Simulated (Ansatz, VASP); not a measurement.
# Two plane-wave programs on InSb

```xyz
2
Lattice="0.0000 3.3166 3.3166 3.3166 0.0000 3.3166 3.3166 3.3166 0.0000" Properties=species:S:1:pos:R:3 pbc="T T T"
In    0.0000    0.0000    0.0000
Sb    4.9749    4.9749    4.9749
```

The cell is a database's computed one.

Alike in both runs: task single point; functional PBE; k mesh 6 × 6 × 6; occupations gaussian, width 0.1 eV; no spin polarisation.

|  | VASP | Ansatz |
| --- | --- | --- |
| version | VASP 6.6.1 | Ansatz 0.2.0 |
| potentials or method | VASP PAW PBE potentials, release 64 (In_d, Sb) | scalar-relativistic, plane waves, PAW |
| plane-wave cutoff (eV) | 520 | 420 |
| valence electrons in the cell | 18 | 28 |

```csv
,VASP,Ansatz,Ansatz less VASP
gap on the k mesh at the Fermi level (eV),none,none,-
pressure (GPa),0.1,0.1,+0.03
```

A gap of «none» marks a metal or a gap that the smearing closes. The two sets of potentials don't hold the same shells in valence.

Caveats: this crystal is a semiconductor, whose small gap the functional closes, so the metal is an error of the method. The runs have no spin-orbit coupling, so splittings on Sb are missing.
